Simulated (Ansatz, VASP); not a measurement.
## NaCl: VASP beside Ansatz

```xyz
2
Lattice="3.5022 0.0000 0.0000 0.0000 3.5022 0.0000 0.0000 0.0000 3.5022" Properties=species:S:1:pos:R:3 pbc="T T T"
Cl    1.7511    1.7511    1.7511
Na    0.0000    0.0000    0.0000
```

Measurements of this composition are mostly on another form, of space group No. 225.

Alike in both runs: functional r2SCAN; k mesh 8 × 8 × 8; occupations fermi-dirac, width 0.05 eV; no spin polarisation.

|  | VASP | Ansatz |
| --- | --- | --- |
| version | VASP 6.6.1 | Ansatz 0.2.0 |
| potentials or method | VASP PAW PBE potentials, release 64 (Cl, Na_pv) | Ansatz PAW |
| plane-wave cutoff (eV) | 520 | 500 |
| valence electrons in the cell | 14 | 16 |
| task | single point | band structure |

|  | VASP | Ansatz | Ansatz less VASP |
| --- | --- | --- | --- |
| gap on the k mesh at the Fermi level (eV) | 4.81 | 4.78 | -0.033 |
| least direct gap on the mesh (eV) | 5.32 | 5.29 | -0.032 |
| pressure (GPa) | -1.2 | -1.0 | +0.27 |

The functional is the same, so the differences come from potentials, cutoffs and numerics. The two sets of potentials don't hold the same shells in valence.

Caveats: the PAW data sets were made with another functional, which shifts forces and pressure a little (VASP); the PAW data sets come from PBE, with cores solved anew for the run's functional, which leaves a small shift of forces and pressure (Ansatz). r2SCAN opens gaps a little over a GGA but as a rule still falls short of measured ones. A k mesh can miss the band edges.
